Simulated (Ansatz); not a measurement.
# Field gradients against strain in CdI2

```yaml
crystal:
  lattice:
    - [4.24400, 0.00000, 0.00000]
    - [-2.12200, 3.67541, 0.00000]
    - [0.00000, 0.00000, 6.85900]
  atoms:
    - { symbol: Cd, position: [0.00000, 0.00000, 0.00000] }
    - { symbol: I, position: [0.33333, 0.66667, 0.24920] }
    - { symbol: I, position: [0.66667, 0.33333, 0.75080] }
```

Atoms are numbered in the order listed.

The cell is COD entry 1539851, as deposited and not checked against the literature; nothing was relaxed. It differs from other determinations.

All numbers below come from Ansatz 0.2.0, DFT, PBEsol, all-electron PAW with datasets made for the crystal, scalar-relativistic.

The runs use a Γ-centred 8×8×5 k mesh, Fermi–Dirac smearing of 0.03 eV, cutoff 240 eV (chosen by the program for this cell), no spin polarisation.

The cell is scaled evenly. Fractional coordinates are held (clamped ions).

The columns are Cartesian components of the electric field gradient at the nuclei, in 10²¹ V/m².

No spin–orbit coupling: at heavy atoms the gradients can be off by tens of per cent for that reason.

Only quantities that a quadratic follows smoothly over the whole series are listed; rougher ones are left out.

```tsv
ln(V/Vcell)	Vzz at I2
-0.0619	-5.82
-0.0408	-5.80
-0.0202	-5.78
-0.0101	-5.76
0.0000	-5.75
0.0198	-5.72
0.0392	-5.68
0.0583	-5.64
```

Problem. Fit the series and give the gradient–strain slopes.

Solution. Least-squares fits y = p0 + p1 x + p2 x² to the rows give Vzz at I2: p1 = 1.51, p2 = 6.2. The slopes p1 are in 10²¹ V/m² per unit strain, for clamped ions.

Problem. One run, at ln(V/Vcell) = 0.0100, is withheld. Predict its row.

Solution. The fits give -5.73; the run gave -5.73.
